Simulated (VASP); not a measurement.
Crystal: I.

```xyz
2
Lattice="-2.0894 2.0894 2.0894 2.0894 -2.0894 2.0894 4.1788 4.1788 0.0000" Properties=species:S:1:pos:R:3 pbc="T T T"
I     0.0129    0.0765    0.0467
I     2.0713    2.0832    2.0165
```

The real solid is made of molecules; this cell is a model form.

The cell isn't the ideal one: a zone-boundary wave of random shape, sigma 0.05 Å; atoms moved at random, drawn with an rms of 0.05 Å.

```yaml
Program: VASP 6.6.1
Task: relaxation of the atoms
Functional: r2SCAN
Potentials_or_basis: VASP PAW PBE potentials, release 64 (I)
Cutoff: 520 eV
k_mesh: 8 × 8 × 5
Occupations: gaussian, width 0.05 eV
Spin: no spin polarisation
```

At the start: pressure -0.3 GPa; volume 36.48 Å³/atom.

Question: Where does the relaxation end?

Answer: Over 8 steps the energy falls by 3.7 meV/atom; space group Im-3m (No. 229, to 0.05 Å).

The path:
```
step  energy change (eV)  largest force (eV/Å)  pressure (GPa)
   1              0.0000                0.1203           -0.28
   2             -0.0013                0.1057           -0.30
   3             -0.0042                0.0650           -0.34
   4             -0.0055                0.0502           -0.36
   5             -0.0058                0.0376           -0.36
   6             -0.0061                0.0342           -0.36
   7             -0.0069                0.0233           -0.37
   8             -0.0074                0.0058           -0.38
```

Final structure:
```cif
data_structure
_symmetry_space_group_name_H-M 'P 1'
_symmetry_Int_Tables_number 1
_cell_length_a 3.6189
_cell_length_b 3.6189
_cell_length_c 5.9096
_cell_angle_alpha 90.000
_cell_angle_beta 90.000
_cell_angle_gamma 109.471
_cell_volume 72.97
loop_
_atom_site_label
_atom_site_type_symbol
_atom_site_fract_x
_atom_site_fract_y
_atom_site_fract_z
_atom_site_occupancy
I1 I 0.00148 0.99094 0.00360 1
I2 I 0.50131 0.49377 0.50419 1
```

Caveat: the PAW data sets were made with another functional, which shifts forces and pressure a little.
